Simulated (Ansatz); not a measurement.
Take LaAlO3 (space group R-3c, No. 167; a = 5.413 Å, c = 13.193 Å (hexagonal axes)) as the base. Axes: x lies along a and z along c of the hexagonal cell.

Computed with PBE, PAW, 420 eV (Ansatz, a quantum-chemistry and plane-wave program; no spin-orbit coupling).

Now apply this change: biaxial strain −0.81 %, plane normal [001], relaxed out of plane (Cartesian); in-plane vectors clamped, the third vector and the atoms free.

Q: Estimate the effect on the energy relative to the base and ratio −ε⊥/ε∥.

A: The energy rises by 1.9 meV/atom; the ratio −ε⊥/ε∥ is 0.46.

Stability against distortions was not tested.
